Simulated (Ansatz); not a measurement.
Levels at Γ against strain in Si

```
CELL_PARAMETERS angstrom
0.00000 2.71547 2.71547
2.71547 0.00000 2.71547
2.71547 2.71547 0.00000
ATOMIC_POSITIONS crystal
Si 0.50000 0.50000 0.50000
Si 0.75000 0.75000 0.75000
```

Atoms are numbered in the order listed.

Structure: COD 9011998, as refined from experiment and not relaxed.

Method: DFT, PBE, all-electron LAPW, scalar-relativistic in Ansatz 0.2.0.

The runs use a Γ-centred 11×11×11 k mesh, Fermi–Dirac smearing of 0.08 eV, basis error target 0.25 meV/atom, no spin polarisation.

The cell is scaled evenly. Fractional coordinates are held (clamped ions).

Only quantities that a quadratic follows smoothly over the whole series are listed; rougher ones are left out.

```
ln(V/Vcell)  direct gap at Γ (eV)  smallest gap on mesh and path (eV)
    -0.0619                 2.584                               0.468
    -0.0408                 2.577                               0.508
    -0.0202                 2.569                               0.546
     0.0000                 2.562                               0.579
     0.0100                 2.558                               0.599
     0.0198                 2.553                               0.616
     0.0392                 2.545                               0.648
```

(1) Fit the series and give the slopes at zero strain.

(2) One run, at ln(V/Vcell) = -0.0101, is withheld. Predict its row.

Answers

(1) Least-squares fits y = p0 + p1 x + p2 x² to the rows give direct gap at Γ (eV): p1 = -0.4, p2 = -0.64; smallest gap on mesh and path (eV): p1 = 1.75, p2 = -1.1. So dEg/dln V = -0.4 eV for the direct gap at Γ, which isn't the fundamental gap here: that one has dEg/dln V = 1.8 eV. Semilocal gaps are too small, but their slopes carry over better.

(2) The fits give 2.566, 0.563; the run gave 2.566, 0.564.
